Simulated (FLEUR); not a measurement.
# FeO (Wuestite): single point with PBEsol+U

FeO (Wuestite):

```
CELL_PARAMETERS angstrom
0.00000 2.15540 2.15540
2.15540 0.00000 2.15540
2.15540 2.15540 0.00000
ATOMIC_POSITIONS crystal
Fe 0.00000 0.00000 0.00000
O 0.50000 0.50000 0.50000
```

```yaml
Program: FLEUR MaX-R8.1 (later development tree)
Task: single point
Functional: PBEsol
Potentials_or_basis: all-electron
Basis: FLAPW
Kmax: 4.62 1/bohr
k_mesh: 9 × 9 × 9
Occupations: fermi-dirac, width 0.05 eV
Spin: collinear spin, ferromagnetic start
Starting_moments: "[3.0, 0.0] μB"
Hubbard_terms: Fe d U = 5 eV
Gmax: 14.3 1/bohr
Muffin-tin_radii: Fe 2.12, O 1.62 bohr
lmax: Fe 9, O 8
lnonsphr: Fe 9, O 8
Local_orbitals_a_species: Fe 4, O 3
Max_iterations: 100
Mixing_factor: 0.05
Mixer: Anderson
Mixer_history: 50
Density_convergence: 0.0002 me/bohr^3
```

| Quantity | Value |
| --- | --- |
| Band gap on the k mesh | none (metal or under the smearing width) |
| Net moment | 4.01 μB per cell |
| Site moments | Fe +3.76; O +0.21 μB |
| Valence electrons inside the program's atomic spheres | Fe 14.12; O 5.21 (radii Fe 2.12, O 1.62 bohr) |

Levels at points of the mesh, in eV from the Fermi level:
Spin up:
| k point | band 11 | band 12 | band 13 | band 14 | band 15 | band 16 |
| --- | --- | --- | --- | --- | --- | --- |
| (0.00, 0.00, 0.00) | -4.44 | -4.44 | -4.44 | -0.78 | 14.30 | 16.14 |
Spin down:
```tsv
k point	band 7	band 8	band 9	band 10	band 11	band 12
(0.00, 0.00, 0.00)	-4.03	-4.03	-0.72	-0.72	-0.72	-0.13
```

Eigenvalues of the final occupation matrices:
| site | spin | trace | eigenvalues |
| --- | --- | --- | --- |
| atom type 1 | 1 | 4.73 | 0.93 0.93 0.93 0.97 0.97 |
| atom type 1 | 2 | 1.01 | 0.08 0.08 0.28 0.28 0.28 |

Core levels (eV from the Fermi level):
```csv
atom,levels
1 Fe,"1s1/2 -6985.0, 2s1/2 -814.1, 2p1/2 -701.4, 2p3/2 -689.0"
2 O,1s1/2 -505.9
```

Run time: 37 s on 1 thread of Arm Neoverse V1, with other jobs on the host, peak memory 0.06 GiB.

The gap isn't set beside the measured one, since this odd mesh misses points on the zone boundary.

Caveat: a cell with one magnetic atom can't hold antiferromagnetic order, which such compounds often take. The state reached can hang on the start; a lower one may exist.
